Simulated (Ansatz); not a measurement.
# armchair graphene nanoribbon (N = 9, H edges): bands by functional and under strain, part 3 of 4

Aim: is the armchair graphene nanoribbon (N = 9, H edges) a metal or a semiconductor?

Ansatz 0.2.0; DFT PBE, plane waves, PAW; relaxation of a wire's period (the session's first sound run).

So far, band gap (eV): step 3 (bands of the perfect wire, PBE) 0.787; step 4 (LDA PBE, band structure, k-mesh 1×1×14) 0.778; step 5 (RPBE PBE, band structure, k-mesh 1×1×14) 0.790. Also conductance of the lead as this run defines it (G₀): step 3 4.9e-7.

### Step 6. Another level of theory, level r2SCAN, cutoff 500 eV

This step: DFT r2SCAN, plane waves, PAW; bands of a perfect wire at the PBE geometry (Ansatz 0.2.0).

The atoms stay at the PBE geometry and the functional changes. r2SCAN also reads the kinetic-energy density; it often gives larger moments and wider gaps than PBE, at a higher cost. Against the first PBE run of this kind, the cutoff is 500 eV against 420 and the mesh along the wire has 14 points against 19.

input.yaml reads:

```yaml
crystal:
  lattice:
    - [18.691, 0.0, 0.0]
    - [0.0, 7.0, 0.0]
    - [0.0, 0.0, 4.2970084291]
  atoms:
    - { symbol: C, position: [0.23791053, 0.5, 0.00690582] }
    - { symbol: C, position: [0.367991555, 0.5, 7.7466e-05] }
    - { symbol: C, position: [0.5, 0.5, 0.999270138] }
    - { symbol: C, position: [0.632008445, 0.5, 7.7466e-05] }
    - { symbol: C, position: [0.76208947, 0.5, 0.00690582] }
    - { symbol: C, position: [0.23791053, 0.5, 0.326427514] }
    - { symbol: C, position: [0.367991555, 0.5, 0.333255868] }
    - { symbol: C, position: [0.5, 0.5, 0.334063195] }
    - { symbol: C, position: [0.632008445, 0.5, 0.333255868] }
    - { symbol: C, position: [0.76208947, 0.5, 0.326427514] }
    - { symbol: H, position: [0.186648736, 0.5, 0.446107672] }
    - { symbol: H, position: [0.813351264, 0.5, 0.446107672] }
    - { symbol: C, position: [0.30221811, 0.5, 0.498595388] }
    - { symbol: C, position: [0.434280331, 0.5, 0.500602438] }
    - { symbol: C, position: [0.565719669, 0.5, 0.500602438] }
    - { symbol: C, position: [0.69778189, 0.5, 0.498595388] }
    - { symbol: C, position: [0.30221811, 0.5, 0.834737946] }
    - { symbol: C, position: [0.434280331, 0.5, 0.832730896] }
    - { symbol: C, position: [0.565719669, 0.5, 0.832730896] }
    - { symbol: C, position: [0.69778189, 0.5, 0.834737946] }
    - { symbol: H, position: [0.186648736, 0.5, 0.887225661] }
    - { symbol: H, position: [0.813351264, 0.5, 0.887225661] }
kpoints:
  mp_grid: { grid: [1, 1, 14] }
  band_path: { path: ["Γ", Z], npoints: 50 }
scf:
  occupations: { method: fermi_dirac, width: 0.05 }
hamiltonian:
  xc: r2scan
```

Launch:

```console
> ansatz run input.yaml --threads 16 --pin off --max-ram 32768MiB --backend cpu --events-out ev --progress --plain --runs-dir out
```

Numbers of over 12 decimals in the logs are rounded to 6 here.

What it wrote:

```text
[...]
Crystal: 22 atoms, lattice volume = 562.208 Å³
Basis set: ecut = 500 eV, 14263 PW (Γ), exchange–correlation on 576×216×128 points (64 copies of the dense FFT grid, shifted against one another)
Bands: 60, of which v1, the nominal top of the filled ones, is band 38 counted from 1 (37 counted from 0)
Symmetry: 8 space group operations
[...]
k-points: 8 of 14
[...]
--- Band table (eV; the first three rows and the last of 8) ---
  k-point 0: bands = [... 34 lower, -2.9749, -2.2617, -1.8823, -1.1196, -0.2725, 0.5396, 0.6955, 1.0753, ... 18 higher]
  k-point 1: bands = [... 34 lower, -3.1727, -2.4895, -1.9450, -1.5073, 0.1125, 0.5721, 0.9491, 1.3192, ... 18 higher]
  k-point 2: bands = [... 34 lower, -3.5668, -3.0166, -2.1341, -2.1268, 0.6704, 0.7335, 1.5542, 1.9418, ... 18 higher]
  k-point 7: bands = [... 34 lower, -4.9367, -4.0168, -3.7649, -3.2468, 1.2480, 2.0053, 2.2108, 3.7564, ... 18 higher]
[key lines of the parts left out:]
SCF converged after 8 iterations
Free energy (F): -4593.099148 eV
Fermi energy:    -0.696054 eV
```

It took 22 s on 16 threads of Arm Neoverse N1, shared host; peak memory 4.5 GiB.

The electronic bands at the labelled points (eV, zero at the Fermi level):

```
  point  band 35  band 36  band 37  band 38  band 39  band 40  band 41  band 42
      Γ    -2.28    -1.57    -1.19    -0.42     0.42     1.24     1.39     1.77
halfway    -3.27    -2.79    -2.38    -1.87     1.64     2.36     2.56     3.41
      Z    -4.24    -3.32    -3.07    -2.55     1.94     2.70     2.91     4.45
```

The gap is 0.847 eV, against 0.787 eV under PBE at the relaxed period.

### Step 7. Levels at the same atoms, level HSE06, cutoff 420 eV

This step: DFT HSE06, plane waves, PAW; levels of a perfect wire at the PBE geometry (Ansatz 0.2.0).

The atoms stay at the PBE geometry and the functional changes. HSE06 mixes in a quarter of short-range exact exchange, which removes part of the self-interaction that closes gaps; it is dear, so the mesh is thinner and no path is run. Against the first PBE run of this kind, the mesh along the wire has 10 points against 19.

Edit input.yaml of step 6 so:

```diff
@@ -29,4 +29,3 @@
 kpoints:
-  mp_grid: { grid: [1, 1, 14] }
-  band_path: { path: ["Γ", Z], npoints: 50 }
+  mp_grid: { grid: [1, 1, 10] }
 scf:
@@ -34,2 +33,2 @@
 hamiltonian:
-  xc: r2scan
+  xc: hse06
```

What it wrote:

```text
exact exchange: scf.exx.singularity resolves to wigner_seitz, which cuts the screened interaction at the faces of the exchange supercell's Wigner-Seitz cell, so that each pair interacts once, at the shortest of its separations (the periodic images that this leaves out come, for a point-like exchange hole, to about 0.041 eV on a filled level). The cut falls within the interaction's reach, and what an exchange supercel [...]
[...]
Crystal: 22 atoms, lattice volume = 562.208 Å³
[...]
Fermi energy:    -0.707405 eV
[...]
--- Band table (eV; the first three rows and the last of 6) ---
  k-point 0: bands = [... 34 lower, -3.3360, -2.5327, -2.0841, -1.2379, -0.1769]
  k-point 1: bands = [... 34 lower, -3.7274, -2.9809, -2.2270, -1.9262, 0.5011]
  k-point 2: bands = [... 34 lower, -3.9255, -3.8974, -2.9255, -2.6149, 1.0215]
  k-point 5: bands = [... 34 lower, -5.4506, -4.4841, -4.1757, -3.6470, 1.5302]
  guard bands above this table: 21 of the run's 60 bands. The solve was not asked for them (output.publish_guard_bands: true or output.eigenvalues: true publishes all)
[key lines of the parts left out:]
Free energy (F): -4580.261270 eV
```

Wall time 36 s (16 threads); peak memory 7.8 GiB; 8 min of CPU time.

The gap is 1.06 eV, against 0.787 eV under PBE at the relaxed period.

### Step 8. Another level of theory, level PBE0, cutoff 420 eV

This step: DFT PBE0, plane waves, PAW; levels of a perfect wire at the PBE geometry (Ansatz 0.2.0).

The atoms stay at the PBE geometry and the functional changes. PBE0 keeps a quarter of exact exchange at all ranges, so it opens gaps further than HSE06. Against the first PBE run of this kind, the mesh along the wire has 10 points against 19.

Edit input.yaml of step 7 so:

```diff
@@ -33,2 +33,2 @@
 hamiltonian:
-  xc: hse06
+  xc: pbe0
```

What it wrote:

```text
[...]
Crystal: 22 atoms, lattice volume = 562.208 Å³
Basis set: ecut = 420 eV, 10995 PW (Γ)
Bands: 60, of which v1, the nominal top of the filled ones, is band 38 counted from 1 (37 counted from 0)
Symmetry: 8 space group operations
[...]
k-points: 6 of 10
[...]
SCF iter   1: F=—  HF=-4580.186349 eV  |F-HF|=—  |Δ(HF+E_count)|=         —  Δρ=2.60e-3  dr2=1.36e-1  ethr=1.77e-3  ⟨swp⟩=12.5  Hψ=2302  notcnv=0  reapply=3
[...]
Internal energy: -4581.205672 eV  (E = F + TS)
E sigma→0 (E₀):  -4581.205672 eV
Entropy (-TS):   -0.000000 eV (-0.000 meV/atom)
Fermi energy:    -0.712793 eV
[...]
--- Band table (eV; the first three rows and the last of 6) ---
  k-point 0: bands = [... 34 lower, -3.7086, -2.8810, -2.3988, -1.5016, 0.0760]
  k-point 1: bands = [... 34 lower, -4.1085, -3.3434, -2.5558, -2.2298, 0.7940]
  k-point 2: bands = [... 34 lower, -4.3152, -4.2863, -3.2876, -2.9683, 1.3611]
  k-point 5: bands = [... 34 lower, -5.8610, -4.8841, -4.5649, -4.0295, 1.8935]
[...]
[key lines of the parts left out:]
Free energy (F): -4581.205672 eV
```

Run time: 36 s. Hardware: 16 threads; peak memory 7.8 GiB; 8.1 min of CPU time.

The gap is 1.58 eV, against 0.787 eV under PBE at the relaxed period.

### Step 9. The series together

Times are for 16 threads of Arm Neoverse N1, shared host. The series side by side:

```
no.   level  band gap (eV)  time  memory (GiB)
  1     LDA         0.7778  11 s           3.0
  2    RPBE         0.7903  12 s           3.0
  3  r2SCAN         0.8471  22 s           4.5
  4   HSE06          1.061  36 s           7.8
  5    PBE0          1.578  36 s           7.8
```

### Step 10. At a strained period, period over the relaxed period 1.06, k-mesh 1×1×14

This step: DFT PBE, plane waves, PAW; relaxation at a fixed period (Ansatz 0.2.0).

The period is set to 1.06 times the relaxed one and the atoms relax within it: strain changes bond lengths and angles, which shifts the bands against each other. Against the first PBE run of this kind, the mesh along the wire has 14 points against 19.

The cell differs from the one that the last finished run ended in (c 4.297 → 4.555 Å).

Edit input.yaml of step 8 so:

```diff
@@ -4,3 +4,3 @@
     - [0.0, 7.0, 0.0]
-    - [0.0, 0.0, 4.2970084291]
+    - [0.0, 0.0, 4.5548289348]
   atoms:
@@ -29,3 +29,4 @@
 kpoints:
-  mp_grid: { grid: [1, 1, 10] }
+  mp_grid: { grid: [1, 1, 14] }
+  band_path: { path: ["Γ", Z], npoints: 50 }
 scf:
@@ -33,2 +34,7 @@
 hamiltonian:
-  xc: pbe0
+  xc: pbe
+relax:
+  max_steps: 40
+  f_tol: 0.02
+output:
+  stress: true
```

What it wrote:

```text
Warning: output.stress: scf.convergence.dr2_threshold = 1e-7 eV (the SCF's general default) is looser than the 2.2e-9 eV advised for a printed stress (1e-10 eV for each atom of the cell: 22). What an SCF threshold leaves in a stress goes as its square root, and in the free energy as the threshold itself, and one threshold admits the most on a small cell: [figures from the program's tests cut] Every solve of this run  [...]
[...]
Crystal: 22 atoms, lattice volume = 595.940 Å³
Basis set: ecut = 420 eV, 11659 PW (Γ), exchange–correlation on 250×96×64 points (8 copies of the dense FFT grid, shifted against one another)
Bands: 60, of which v1, the nominal top of the filled ones, is band 38 counted from 1 (37 counted from 0)
Symmetry: 8 space group operations
[...]
k-points: 8 of 14
[...]
SCF iter   1: F=—  HF=-4578.482796 eV  |F-HF|=—  |Δ(HF+E_count)|=         —  Δρ=2.35e-3  dr2=1.10e-1  ethr=1.77e-3  ⟨swp⟩=9.4  Hψ=2782  notcnv=0  defer=77
[...]
SCF iter   6: F=-4578.461697 eV  HF=-4578.461696 eV  |F-HF|=3.53e-7  |Δ(HF+E_count)|=   1.19e-5  Δρ=2.92e-5  dr2=4.37e-6  ethr=1.32e-8  ⟨swp⟩=5.0  Hψ=1560  notcnv=0
SCF 1 converged in 6 iterations: F = -4578.461697 eV  dr2 = 4.37e-6
[...]
relax step   1: F+E_penalty+E_count = -4578.46169670 eV  Δ(F+E_penalty+E_count) = +0.000e0 eV  max|allowed force component| = 1.345e0 eV/Å  Δτ_max = 0.0000 Å  (6 SCF iters, dr2 threshold 1.00e-5 eV, accepted)
[...]
SCF iter   6: F=-4578.647183 eV  HF=-4578.647181 eV  |F-HF|=1.59e-6  |Δ(HF+E_count)|=   4.76e-6  Δρ=3.00e-5  dr2=3.61e-6  ethr=1.05e-7  ⟨swp⟩=4.0  Hψ=1312  notcnv=0
SCF 2 converged in 6 iterations: F = -4578.647183 eV  dr2 = 3.61e-6
[...]
relax step   2: F+E_penalty+E_count = -4578.64718276 eV  Δ(F+E_penalty+E_count) = -1.855e-1 eV  max|allowed force component| = 4.936e-1 eV/Å  Δτ_max = 0.0682 Å  (6 SCF iters, dr2 threshold 1.00e-4 eV, accepted)
SCF iter   1: F=—  HF=-4578.669710 eV  |F-HF|=—  |Δ(HF+E_count)|=         —  Δρ=2.16e-3  dr2=2.09e-2  ethr=2.38e-4  ⟨swp⟩=3.8  Hψ=1027  notcnv=0  defer=107
[...]
SCF iter   5: F=-4578.664737 eV  HF=-4578.664737 eV  |F-HF|=1.07e-7  |Δ(HF+E_count)|=   8.60e-6  Δρ=4.85e-5  dr2=9.00e-6  ethr=2.00e-8  ⟨swp⟩=3.5  Hψ=1695  notcnv=0
SCF 3 converged in 5 iterations: F = -4578.664737 eV  dr2 = 9.00e-6
[...]
relax step   3: F+E_penalty+E_count = -4578.66473739 eV  Δ(F+E_penalty+E_count) = -1.755e-2 eV  max|allowed force component| = 6.281e-2 eV/Å  Δτ_max = 0.0275 Å  (5 SCF iters, dr2 threshold 1.52e-5 eV, accepted)
SCF iter   1: F=—  HF=-4578.664855 eV  |F-HF|=—  |Δ(HF+E_count)|=         —  Δρ=2.20e-4  dr2=2.57e-4  ethr=1.27e-6  ⟨swp⟩=2.4  Hψ=942  notcnv=0  defer=107
[...]
SCF iter   6: F=-4578.664964 eV  HF=-4578.664964 eV  |F-HF|=2.11e-9  |Δ(HF+E_count)|=   3.58e-8  Δρ=1.17e-6  dr2=5.43e-9  ethr=1.32e-10  ⟨swp⟩=4.1  Hψ=1378  notcnv=0
SCF 4 converged in 6 iterations: F = -4578.664964 eV  dr2 = 5.43e-9
relax step   4: F+E_penalty+E_count = -4578.66496430 eV  Δ(F+E_penalty+E_count) = -2.269e-4 eV  max|allowed force component| = 1.169e-2 eV/Å  Δτ_max = 0.0017 Å  (6 SCF iters, accepted)
[...]
the band table was solved once a step of the walk had ended and its energy, with any forces and stress, was formed, with the checks that follow a solve (3417 applications of the Hamiltonian). They found nothing against the state; the energy, forces and stress were not computed again (output.eigenvalues in the input reference)
[...]
SCF converged after 6 iterations
Free energy (F): -4578.664964 eV
[...]
Internal energy: -4578.664964 eV  (E = F + TS)
E sigma→0 (E₀):  -4578.664964 eV
Entropy (-TS):   -0.000000 eV (-0.000 meV/atom)
Fermi energy:    -1.033401 eV
[...]
--- Forces (eV/Å), atoms counted from 1 ---
  atom   1  C     -0.00244025    -0.00000000     0.01168735
  atom   2  C     -0.00077803     0.00000000    -0.00134768
  atom   3  C     -0.00000000     0.00000000    -0.00055442
  atom   4  C      0.00077803     0.00000000    -0.00134768
  atom   5  C      0.00244025     0.00000000     0.01168735
  atom   6  C     -0.00244025    -0.00000000    -0.01168735
  atom   7  C     -0.00077803    -0.00000000     0.00134768
  atom   8  C      0.00000000    -0.00000000     0.00055442
  atom   9  C      0.00077803    -0.00000000     0.00134768
  atom  10  C      0.00244025     0.00000000    -0.01168735
  atom  11  H      0.00335945    -0.00000000     0.00170866
  atom  12  H     -0.00335945     0.00000000     0.00170866
  atom  13  C      0.00132031    -0.00000000    -0.00288020
  atom  14  C     -0.00117079     0.00000000    -0.00022853
  atom  15  C      0.00117079     0.00000000    -0.00022853
  atom  16  C     -0.00132031    -0.00000000    -0.00288020
  atom  17  C      0.00132031     0.00000000     0.00288020
  atom  18  C     -0.00117079    -0.00000000     0.00022853
  atom  19  C      0.00117079    -0.00000000     0.00022853
  atom  20  C     -0.00132031     0.00000000     0.00288020
  atom  21  H      0.00335945    -0.00000000    -0.00170866
  atom  22  H     -0.00335945     0.00000000    -0.00170866
  max |Σ_I F_I| component: 8.67e-19 eV/Å
--- Stress (GPa, compression-positive) ---
       -0.012632       0.000000       0.000000
        0.000000       0.121986       0.000000
        0.000000       0.000000     -13.615019
  P = ⅓ Tr σ = -4.5019 GPa (-45.019 kbar)
--- Band table (eV; the first three rows and the last of 8) ---
  k-point 0: bands = [... 34 lower, -3.3372, -2.8130, -1.7543, -1.7275, -0.3679, -0.1483, 0.3749, 0.6293, ... 18 higher]
  k-point 1: bands = [... 34 lower, -3.3261, -2.9689, -1.9574, -1.8364, -0.1306, -0.0806, 0.5576, 0.8078, ... 18 higher]
  k-point 2: bands = [... 34 lower, -3.3530, -3.2991, -2.4194, -2.0520, 0.0942, 0.3543, 1.0228, 1.2821, ... 18 higher]
  k-point 7: bands = [... 34 lower, -4.6950, -3.8671, -3.5382, -3.0480, 0.8335, 1.4514, 1.8245, 2.9886, ... 18 higher]
--- Relaxed structure (4 steps of the walk, 4 accepted, 0 SCFs on fresh bases) ---
  F+E_penalty+E_count = -4578.66496430 eV   max|allowed force component| = 1.169e-2 eV/Å
  atoms:
    - { symbol: C, position: [0.240859, 0.500000, 0.012568] }
    - { symbol: C, position: [0.369023, 0.500000, 0.000592795] }
    - { symbol: C, position: [0.5, 0.500000, 0.999360] }
    - { symbol: C, position: [0.630977, 0.500000, 0.000592795] }
    - { symbol: C, position: [0.759141, 0.500000, 0.012568] }
    - { symbol: C, position: [0.240859, 0.500000, 0.320766] }
    - { symbol: C, position: [0.369023, 0.500000, 0.332741] }
    - { symbol: C, position: [0.5, 0.500000, 0.333973] }
    - { symbol: C, position: [0.630977, 0.500000, 0.332741] }
    - { symbol: C, position: [0.759141, 0.500000, 0.320766] }
    - { symbol: H, position: [0.188486, 0.500000, 0.426617] }
    - { symbol: H, position: [0.811514, 0.500000, 0.426617] }
    - { symbol: C, position: [0.303605, 0.500000, 0.499138] }
    - { symbol: C, position: [0.434804, 0.500000, 0.501412] }
    - { symbol: C, position: [0.565196, 0.500000, 0.501412] }
    - { symbol: C, position: [0.696395, 0.500000, 0.499138] }
    - { symbol: C, position: [0.303605, 0.500000, 0.834195] }
    - { symbol: C, position: [0.434804, 0.500000, 0.831921] }
    - { symbol: C, position: [0.565196, 0.500000, 0.831921] }
    - { symbol: C, position: [0.696395, 0.500000, 0.834195] }
    - { symbol: H, position: [0.188486, 0.500000, 0.906716] }
    - { symbol: H, position: [0.811514, 0.500000, 0.906716] }
```

Elapsed: 18 s, on 16 threads; peak memory 3.2 GiB; 4.4 min of CPU time.

The steps of the relaxation:

```
step  energy less that of the first step (eV)  largest force component (eV/Å)
   1                                   0.0000                          1.3450
   2                                  -0.1855                          0.4936
   3                                  -0.2030                          0.0628
   4                                  -0.2033                          0.0117
```

The run keeps the 8 symmetry operations that it works with, so distortions that break them were not tested.

The atoms that moved most (Å):

```
atom      dx     dy      dz  length
 H21   0.034  0.000   0.089   0.095
 H22  -0.034  0.000   0.089   0.095
 H11   0.034  0.000  -0.089   0.095
 H12  -0.034  0.000  -0.089   0.095
  C6   0.055  0.000  -0.026   0.061
 C10  -0.055  0.000  -0.026   0.061
  C1   0.055  0.000   0.026   0.061
  C5  -0.055  0.000   0.026   0.061
```

Final coordinates:

```xyz
22
Lattice="18.6910 0.0000 0.0000 0.0000 7.0000 0.0000 0.0000 0.0000 4.5548" Properties=species:S:1:pos:R:3
C     4.5019    3.5000    0.0572
C     6.8974    3.5000    0.0027
C     9.3455    3.5000    4.5519
C    11.7936    3.5000    0.0027
C    14.1891    3.5000    0.0572
C     4.5019    3.5000    1.4610
C     6.8974    3.5000    1.5156
C     9.3455    3.5000    1.5212
C    11.7936    3.5000    1.5156
C    14.1891    3.5000    1.4610
H     3.5230    3.5000    1.9432
H    15.1680    3.5000    1.9432
C     5.6747    3.5000    2.2735
C     8.1269    3.5000    2.2838
C    10.5641    3.5000    2.2838
C    13.0163    3.5000    2.2735
C     5.6747    3.5000    3.7996
C     8.1269    3.5000    3.7893
C    10.5641    3.5000    3.7893
C    13.0163    3.5000    3.7996
H     3.5230    3.5000    4.1299
H    15.1680    3.5000    4.1299
```

This step gave:

| Quantity | Value |
| --- | --- |
| band gap | 1.360 eV |

Electronic bands along the path, in eV, zero at the Fermi level:

```
  point  band 35  band 36  band 37  band 38  band 39  band 40  band 41  band 42
      Γ    -2.30    -1.78    -0.72    -0.69     0.67     0.89     1.41     1.66
halfway    -3.05    -2.31    -2.04    -1.48     1.50     2.13     2.38     3.01
      Z    -3.66    -2.83    -2.50    -2.01     1.87     2.48     2.86     4.02
```

The gap is 1.36 eV, against 0.787 eV under PBE at the relaxed period.

[end of part 3 of 4]

[Logs are printed without paths, hosts, clocks, repeated set-up lines and the standing remarks that a program may print on its own settings, such as how far it seeks lower states.]

[Hosts, paths, dates, database ids (printed as entryN), source tags and the programs' standing remarks are cut or masked in the printed files.]
